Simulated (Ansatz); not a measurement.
# CsI: the cost of one run

Computed with Ansatz 0.2.0 (DFT PBE, scalar-relativistic, unless a step's input says otherwise).

1 further run of the same task is left out (set aside as unsound or not needed).

## (1) The system as given

It takes space group Pm-3m (No. 221, cubic). Conventional cell: a = 4.567 Å, b = 4.567 Å, c = 4.567 Å, α = 90.00°, β = 90.00°, γ = 90.00°. Cs (site symmetry m-3m) is surrounded by 8 I at 3.95 Å. Around I (site symmetry m-3m) lie 8 Cs at 3.95 Å.

Structure file:

```cif
data_structure
_symmetry_space_group_name_H-M 'Pm-3m'
_symmetry_Int_Tables_number 221
_cell_length_a 4.5667
_cell_length_b 4.5667
_cell_length_c 4.5667
_cell_angle_alpha 90.000
_cell_angle_beta 90.000
_cell_angle_gamma 90.000
_cell_volume 95.24
loop_
_atom_site_label
_atom_site_type_symbol
_atom_site_symmetry_multiplicity
_atom_site_Wyckoff_symbol
_atom_site_fract_x
_atom_site_fract_y
_atom_site_fract_z
_atom_site_occupancy
Cs1 Cs 1 a 0.00000 0.00000 0.00000 1
I1 I 1 b 0.50000 0.50000 0.50000 1
```

The file gives the conventional cell by its symmetry; the runs use the cell typed in the input.

Structure: COD 9008790, as refined from experiment and not relaxed.

Atoms are numbered in the order of the input: Cs1, I2.

## (2) Volume × 0.9405, LAPW

File input.yaml:

```yaml
crystal:
  lattice:
    - [4.4742689116, 0.0, 0.0]
    - [0.0, 4.4742689116, 0.0]
    - [0.0, 0.0, 4.4742689116]
  atoms:
    - { symbol: Cs, position: [0.0, 0.0, 0.0] }
    - { symbol: I, position: [0.5, 0.5, 0.5] }
kpoints:
  mp_grid: { grid: [7, 7, 7] }
scf:
  occupations: { method: fermi_dirac, width: 0.01 }
hamiltonian:
  xc: pbe
  pseudopotentials: { kind: all_electron, lapw: { basis_error: 0.00025 } }
output:
  forces: true
  stress: true
  eigenvalues: true
```

Started as:

```bash
$ ansatz run input.yaml --threads 1 --pin off --max-ram 2048MiB --backend cpu --events-out ev --progress --plain --runs-dir out
```

**Question.** How long does this run take on 1 thread of Intel Xeon 6975P-C (Granite Rapids), shared host, and how much memory does it need?

About 4.2 s, with a peak of 0.31 GiB.
